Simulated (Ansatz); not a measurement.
# Aluminium, diamond under RPBE: structure, energy and stiffness

What does RPBE give for aluminium in the diamond structure? We relax it, solve it on a dense k-mesh, then scale the cell to 7 volumes from 88 to 112 % of the relaxed one and try a fit of the equation of state. Spin polarisation is left out. The k-meshes are 10×10×10 for the relaxation; 15×15×15 for the dense run; 10×10×10 for the volumes.

This is Al in the diamond structure; at room conditions it is fcc.

Program: Ansatz 0.2.0. Level of theory: DFT RPBE, plane waves (420 eV) with PAW, scalar-relativistic; the PAW data stem from PBE, with regenerated cores. These are calculated values, not measurements.

**1. The structure to begin with**

Symmetry: Fd-3m, No. 227, cubic system. Conventional cell: a = 5.639 Å, b = 5.639 Å, c = 5.639 Å, α = 90.00°, β = 90.00°, γ = 90.00°. Around Al (site symmetry -43m) lie 4 Al at 2.44 Å.

As a file:

```cif
data_structure
_symmetry_space_group_name_H-M 'Fd-3m:1'
_symmetry_Int_Tables_number 227
_cell_length_a 5.6389
_cell_length_b 5.6389
_cell_length_c 5.6389
_cell_angle_alpha 90.000
_cell_angle_beta 90.000
_cell_angle_gamma 90.000
_cell_volume 179.31
loop_
_atom_site_label
_atom_site_type_symbol
_atom_site_symmetry_multiplicity
_atom_site_Wyckoff_symbol
_atom_site_fract_x
_atom_site_fract_y
_atom_site_fract_z
_atom_site_occupancy
Al1 Al 8 b 0.75000 0.75000 0.75000 1
```

**2. Geometry optimisation**

Input file input.yaml:

```yaml
crystal:
  lattice:
    - [0.0, 2.8194727963, 2.8194727963]
    - [2.8194727963, 0.0, 2.8194727963]
    - [2.8194727963, 2.8194727963, 0.0]
  atoms:
    - { symbol: Al, position: [0.125, 0.125, 0.125] }
    - { symbol: Al, position: [0.875, 0.875, 0.875] }
hamiltonian:
  xc: rpbe
  pseudopotentials:
    kind: paw
    azcp:
      Al: "pseudopotentials/Al.paw.azcp"
basis:
  ecutwfc: 420
  fft_grid_basis: typed
kpoints:
  mp_grid: { grid: [10, 10, 10], shift: [0, 0, 0] }
magnetization:
  spin_polarized: false
scf:
  occupations: { method: fermi_dirac, width: 0.1 }
relax:
  max_steps: 60
  f_tol: 0.01
  cell: {}
```

After this run come: The energy on a finer k-mesh; The cell scaled to 88 % of its volume; The cell scaled to 92 % of its volume; The cell scaled to 96 % of its volume; The cell scaled to 100 % of its volume; The cell scaled to 104 % of its volume; The cell scaled to 108 % of its volume; The cell scaled to 112 % of its volume.

Before running it: what results should come out? Wanted: space group; conventional cell; volume; shortest distance; gap on the mesh; relative to fcc; V₀, B₀, B₀′.

As calculated:

```
                      quantity                         value
space group (spins left aside)               Fd-3m (No. 227)
             conventional cell                   a = 6.097 Å
                        volume                28.337 Å³/atom
             shortest distance                       2.640 Å
               gap on the mesh  none (levels filled in part)
               relative to fcc                 +729 meV/atom
                   V₀, B₀, B₀′   28.277 Å³/atom, 35 GPa, 4.3
```

From the guessed start the volume grew by 26.4 % in 8 steps. Against the reference form of aluminium (fcc, computed apart with the same settings) it stands 729 meV/atom higher. No gap shows: it is a metal or semimetal at this level. The fitted modulus is 35 GPa. The symmetry was held, so the structure may be unstable against distortions that break it.
